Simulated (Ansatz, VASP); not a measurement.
# One calculation of AgCl, two programs

```xyz
2
Lattice="0.0000 2.7731 2.7454 2.7731 0.0000 2.7454 2.7731 2.7731 0.0000" Properties=species:S:1:pos:R:3 pbc="T T T"
Ag    2.7731    2.7731    2.7454
Cl    0.0000    0.0000    0.0000
```

Change from the starting cell: zz strain of -1 %, crystal datasets.

Alike in both runs: task electric field gradients; functional PBEsol; k mesh 9 × 9 × 9; occupations fermi-dirac, width 0.01 eV; no spin polarisation.

|  | VASP | Ansatz |
| --- | --- | --- |
| version | VASP 6.6.1 | Ansatz 0.2.0 |
| potentials or method | VASP PAW PBE potentials, release 64 (Ag, Cl), cutoff 520 eV | all-electron PAW with datasets made for the crystal, scalar-relativistic |

```tsv
	VASP	Ansatz	Ansatz less VASP
gap on the k mesh at the Fermi level (eV)	0.75	0.75	+0.005
pressure (GPa)	-2.3	-2.2	+0.11
largest component of the traceless stress (GPa)	0.11	0.11	+0.005
Vzz of the field gradient on the site that differs most (V/Å²)	-5.9	-4.8	+1.07
```

Ansatz ran all-electron here, so the differences hold the error of VASP's frozen core and of both bases. Ansatz warned: «gradients_without_spin_orbit».

Caveats: the PAW data sets were made with another functional, which shifts forces and pressure a little (VASP); an odd mesh through Γ misses points on the zone boundary, where band edges often lie.
